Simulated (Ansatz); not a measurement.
# Cd: LAPW beside PAW

The same cell of Cd is computed with LAPW, all electrons, frozen-core PAW and datasets made for this crystal, to set the results side by side.

This is Cd in the fcc structure; at room conditions it is hcp.

Computed with Ansatz 0.2.0 (DFT PBE, scalar-relativistic, unless a step's input says otherwise).

1 further run of the same task is left out (set aside as unsound or not needed).

## 1. The starting structure

It takes space group Fm-3m (No. 225, cubic). The conventional cell has a = 4.499 Å, b = 4.499 Å, c = 4.499 Å, α = 90.00°, β = 90.00°, γ = 90.00°. Around Cd (site symmetry m-3m) lie 12 Cd at 3.18 Å.

Coordinates:

```
CELL_PARAMETERS angstrom
0.00000 2.24952 2.24952
2.24952 0.00000 2.24952
2.24952 2.24952 0.00000
ATOMIC_POSITIONS crystal
Cd 0.00000 0.00000 0.00000
```

The cell was relaxed by PAW from a hypothetical start (fcc type); it needn't be the stable phase of this composition.

## 2. LAPW, all electrons

input.yaml reads:

```yaml
crystal:
  lattice:
    - [0.0, 2.249524534, 2.249524534]
    - [2.249524534, 0.0, 2.249524534]
    - [2.249524534, 2.249524534, 0.0]
  atoms:
    - { symbol: Cd, position: [0.0, 0.0, 0.0] }
kpoints:
  mp_grid: { grid: [14, 14, 14] }
  band_path:
    path:
      - [0.0, 0.0, 0.0]
      - [0.5, 0.0, 0.5]
      - [0.625, 0.25, 0.625]
      - [0.375, 0.375, 0.75]
      - [0.0, 0.0, 0.0]
      - [0.5, 0.5, 0.5]
      - [0.5, 0.25, 0.75]
      - [0.5, 0.0, 0.5]
    npoints: 8
scf:
  occupations: { method: fermi_dirac, width: 0.03 }
hamiltonian:
  xc: pbe
  pseudopotentials: { kind: all_electron, lapw: { basis_error: 0.001 } }
output:
  forces: true
  stress: true
  eigenvalues: true
  populations: true
  dos: { projected: true, de: 0.2, e_range: [-14, 8] }
```

## 3. Frozen-core PAW

input.yaml: that of step 2 with these lines changed.

```diff
@@ -24,3 +24,3 @@
   xc: pbe
-  pseudopotentials: { kind: all_electron, lapw: { basis_error: 0.001 } }
+  pseudopotentials: { kind: paw }
 output:
@@ -29,3 +29,5 @@
   eigenvalues: true
+  efg: { contact_densities: true }
   populations: true
+  bader: true
   dos: { projected: true, de: 0.2, e_range: [-14, 8] }
```

## 4. Datasets made for this crystal

input.yaml: that of step 3 with these lines changed.

```diff
@@ -24,3 +24,3 @@
   xc: pbe
-  pseudopotentials: { kind: paw }
+  pseudopotentials: { kind: all_electron, datasets: crystal }
 output:
@@ -30,4 +30 @@
   efg: { contact_densities: true }
-  populations: true
-  bader: true
-  dos: { projected: true, de: 0.2, e_range: [-14, 8] }
```

(Steps that only read results are left out.)

Before running it: what results should come out? Wanted: pressure; gap.

As calculated:

| quantity | value |
| --- | --- |
| pressure | LAPW 0.01, PAW 0.00, crystal datasets 0.01 GPa |
| gap (LAPW) | none |

**Reading.** The pressure is within half a GPa of zero, so the volume is close to equilibrium at this level. There is no gap at this level; the crystal is a metal here. PAW lies less than 0.01 GPa from LAPW in pressure.
